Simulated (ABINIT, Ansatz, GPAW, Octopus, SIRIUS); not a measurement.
**HfN: programs and potentials compared**

```
CELL_PARAMETERS angstrom
0.00000 2.45482 2.45482
2.45482 0.00000 2.45482
2.45482 2.45482 0.00000
ATOMIC_POSITIONS crystal
Hf 0.99847 0.99706 0.99660
N 0.26378 0.24281 0.23936
```

The cell comes from a database or a generator and needn't be the stable form of this composition.

Atoms were shifted at random by some hundredths of an Å from the given cell, which wasn't relaxed again for these runs.

Alike in all runs: task single point; functional PBEsol; k mesh 9 × 9 × 9; occupations fermi-dirac, width 0.05 eV; no spin polarisation; no spin-orbit coupling. Pressure is positive in compression and, in plane waves, holds the error of the finite cutoff.

```
                                        program and potentials  plane-wave cutoff (eV)  notes  pressure (GPa)  largest force (eV/Å)  energy over the undisturbed cell (meV/atom)
           Octopus, pseudodojo_pbesol (PseudoDojo 0.4, PBEsol)                       -      -               -                 0.539                                         5.51
               ABINIT, PseudoDojo NC SR PBEsol v0.4.1 standard                    1143      -           -5.39                 0.539                                         5.70
             GPAW, PAW data sets generated for this functional                     800      -           -3.99                 0.585                                         6.18
                Ansatz, all-electron LAPW, scalar-relativistic                       -      -           -4.80                 0.553                                            -
SIRIUS, PseudoDojo 0.4.1 PBEsol standard (scalar relativistic)                    1152      -           -5.41                 0.539                                            -
```

Force on atom 1 (Hf), eV/Å:

| program and potentials | x | y | z |
| --- | --- | --- | --- |
| Octopus, pseudodojo_pbesol (PseudoDojo 0.4, PBEsol) | -0.340 | 0.256 | 0.330 |
| ABINIT, PseudoDojo NC SR PBEsol v0.4.1 standard | -0.341 | 0.255 | 0.330 |
| GPAW, PAW data sets generated for this functional | -0.370 | 0.278 | 0.358 |
| Ansatz, all-electron LAPW, scalar-relativistic | -0.350 | 0.262 | 0.338 |
| SIRIUS, PseudoDojo 0.4.1 PBEsol standard (scalar relativistic) | -0.341 | 0.255 | 0.330 |

The pressure spans -5.41 (SIRIUS, PseudoDojo 0.4.1 PBEsol standard (scalar relativistic)) to -3.99 GPa (GPAW, PAW data sets generated for this functional), with all-electron results at -4.80.

Differences between rows come from potentials, basis sets and numerical settings, since the functional is the same but for its coding. Runs on potential files found faulty are left out.

The coordinates describe a slightly distorted zinc-blende arrangement, whereas HfN normally crystallises as rocksalt. In every run the force on Hf points back towards the ideal tetrahedral site. This restoring force reflects the polar-covalent Hf 5d–N 2p bonds, which resist a relative shift of the two sublattices. It shows a stable response to this one displacement, not stability against shear or against transformation to rocksalt.

The three PseudoDojo runs give nearly identical forces, so the choice of code matters little here. GPAW keeps the direction but scales all components up, to a largest force of 0.585 eV/Å against 0.553 in the all-electron run, which suggests a slightly stiffer Hf–N bond rather than random numerical noise. The PseudoDojo value of 0.539 errs less, and on the soft side. The all-electron pressure also lies between the two families, probably because they treat the Hf core and semicore shells differently. All available pressures are negative, so the cell is stretched relative to its PBEsol equilibrium volume and would contract on relaxation.
